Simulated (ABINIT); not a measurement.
# InSe: single point with PBEsol

**What was measured.**

From “The Interaction of Hydrogen with the van der Waals Crystal γ-InSe”, 2020, pmc:7321205, for a bulk crystal of InSe at 300 K: band gap 1.25 eV.

InSe:

```xyz
4
Lattice="2.0000 1.1547 8.4400 -2.0000 1.1547 8.4400 0.0000 -2.3094 8.4400" Properties=species:S:1:pos:R:3 pbc="T T T"
In    0.0000    0.0000   22.4994
In    0.0000    0.0000    0.0000
Se    0.0000    0.0000    4.3525
Se    0.0000    0.0000    9.7102
```

* Program: ABINIT 10.8.3 (patched build)
* Task: single point
* Functional: PBEsol
* Potentials or basis: JTH PAW PBE v2.0
* Cutoff: 599 eV
* k mesh: 6 × 6 × 6
* Occupations: fermi-dirac, width 0.05 eV
* Spin: no spin polarisation
* Fine-grid cutoff: 1197.3 eV
* Exchange and correlation inside the PAW spheres: full angular mesh (pawxcdev 0, this build's default; the released program takes 1)

```json
{
  "Pressure": "0.2 GPa",
  "Largest force": "0.307 eV/Å",
  "Band gap on the k mesh": "0.33 eV, direct",
  "Valence electrons inside the program's atomic spheres": "In 11.18, 11.19; Se 3.94, 3.93"
}
```

Forces on the atoms (eV/Å):
```
In   0.000  0.000  0.307
In   0.000  0.000 -0.292
Se   0.000  0.000 -0.097
Se   0.000  0.000  0.082
```

Stress tensor (GPa, compression positive):
```
 0.52  0.00  0.00
 0.00  0.52  0.00
 0.00  0.00 -0.51
```

Levels at points of the mesh, in eV from the valence-band top:
```csv
k point,band 17,band 18,band 19,band 20,band 21,band 22
"(0.00, 0.00, 0.00)",-1.31,-1.21,-1.21,1.62,1.99,4.36
"(0.50, 0.00, 0.00)",-2.35,-2.25,-1.69,1.13,1.90,3.56
"(0.50, 0.50, 0.00)",-2.52,-2.06,-1.52,1.10,1.91,3.21
"(0.50, 0.50, 0.50)",-1.14,-1.14,0.00,0.33,2.05,4.27
```

Run time: 4.4 min on 1 thread of Intel(R) Xeon(R) 6975P-C (Granite Rapids), with other jobs on the host, peak memory 0.51 GiB.

Against the measured gap of InSe, 1.25 eV (300 K; “The Interaction of Hydrogen with the van der Waals Crystal γ-InSe”, 2020, pmc:7321205), the calculated 0.33 eV is off by -0.92 eV. Spin-orbit coupling on In, Se is left out. The value is that of PBEsol on a finite k mesh, which can miss the band edges, without temperature or zero-point motion. Semilocal functionals fall short of measured gaps as a rule.

Caveat: the PAW data sets were made with another functional, which shifts forces and pressure a little; spin-orbit coupling is left out, which moves the levels of the heavy elements.
